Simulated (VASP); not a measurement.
# AlN: single point with PBEsol

The system is AlN.

```xyz
2
Lattice="0.0000 2.0226 2.0226 2.0226 0.0000 2.0226 2.0226 2.0226 0.0000" Properties=species:S:1:pos:R:3 pbc="T T T"
Al    0.0000    0.0000    0.0000
N     2.0226    2.0226    2.0226
```

Measurements of this composition are mostly on another form, of space group No. 186.

```yaml
Program: VASP 6.6.1
Task: single point
Functional: PBEsol
Potentials_or_basis: VASP PAW PBE potentials, release 64 (Al, N)
Cutoff: 520 eV
k_mesh: 14 × 14 × 14
Occupations: gaussian, width 0.05 eV
Spin: no spin polarisation
Dipole_correction: no
Further_INCAR_settings: ALGO = Fast; EDIFF = 1e-06; NBANDS = 11
```

```yaml
Pressure: 0.0 GPa
Band_gap_on_the_k_mesh: 4.54 eV, indirect (least direct gap 5.65 eV)
```

Levels at points of the mesh, in eV from the valence-band top:
| k point | band 1 | band 2 | band 3 | band 4 | band 5 | band 6 | band 7 | band 8 | band 9 |
| --- | --- | --- | --- | --- | --- | --- | --- | --- | --- |
| (0.00, 0.00, 0.00) | -17.54 | 0.00 | 0.00 | 0.00 | 5.65 | 12.02 | 12.02 | 12.02 | 17.10 |
| (0.50, 0.00, 0.00) | -14.24 | -8.36 | -1.09 | -1.09 | 6.04 | 10.89 | 10.89 | 13.24 | 15.94 |
| (0.50, 0.50, 0.00) | -13.24 | -7.44 | -2.82 | -2.82 | 4.54 | 5.14 | 13.95 | 17.14 | 17.14 |

It took 30 s on 1 thread of AMD EPYC 7R13 Processor (Zen 3), on a shared host, peak memory 0.11 GiB.

Caveat: the PAW data sets were made with another functional, which shifts forces and pressure a little. A k mesh can miss the band edges.
